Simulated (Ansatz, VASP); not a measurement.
TaN in VASP and in Ansatz

```
Ta N
1.0
     0.00000    2.20874    2.20874
     2.20874    0.00000    2.20874
     2.20874    2.20874    0.00000
Ta N
1 1
Direct
  0.00000 0.00000 0.00000
  0.50000 0.50000 0.50000
```

Alike in both runs: functional PBE; k mesh 16 × 16 × 16; occupations fermi-dirac, width 0.08 eV; no spin polarisation.

Ansatz relaxed the structure, and its values are those at the end. VASP's run is a single point on that final structure, the one shown.

```csv
,VASP,Ansatz
version,VASP 6.6.1,Ansatz 0.2.0
potentials or method,"VASP PAW PBE potentials, release 64 (Ta_pv, N)","PAW with Ansatz's default frozen-core files, scalar-relativistic"
plane-wave cutoff (eV),520,420
valence electrons in the cell,16,18
```

```tsv
	VASP	Ansatz	Ansatz less VASP
pressure (GPa)	0.8	0.0	-0.78
```

With one functional, cell and mesh, what is left measures potentials, basis and numerics. The two sets of potentials don't hold the same shells in valence.

Spin-orbit coupling is left out, which matters for the levels of Ta.
